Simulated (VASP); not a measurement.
**W under changes of volume**

One of the cells (15.811 Å³/atom); the others are scaled copies at fixed shape and fractional positions:

```
W
1.0
    -1.58111    1.58111    1.58111
     1.58111   -1.58111    1.58111
     1.58111    1.58111   -1.58111
W
1
Direct
  0.00000 0.00000 0.00000
```

| Item | Value |
| --- | --- |
| Program | VASP 6.6.1 |
| Functional | PBE |
| Dispersion | D3(BJ) |
| Potentials or basis | VASP PAW PBE potentials, release 64 (W_sv) |
| Cutoff | 520 eV |
| k mesh | 10 × 10 × 10 |
| Occupations | fermi-dirac, width 0.05 eV |
| Spin | no spin polarisation |

| volume (Å³/atom) | energy over the lowest point (meV/atom) | pressure (GPa) |
| --- | --- | --- |
| 15.178 | ? | ? |
| 15.494 | 6.60 | 6.8 |
| 15.811 | 0.00 | 0.0 |
| 16.127 | 6.22 | -6.2 |
| 16.443 | 23.97 | -11.7 |

Q: What does the run at 15.178 Å³/atom give?

A: Energy over the lowest point 27.50 meV/atom; pressure 14.4 GPa.

Worked out: A Birch-Murnaghan fit of order 2 (a polynomial in V^(-2/3)) to the other rows has its minimum at 15.81 Å³/atom with B0 = V·E''(V) = 323 GPa. It gives 27.30 meV/atom at 15.178 Å³/atom, against the run's 27.50, and -dE/dV = 14.3 GPa, against 14.4.

Energies are extrapolated to zero smearing.

Caveats: pairwise dispersion overbinds metals, which lowers pressure and volume.
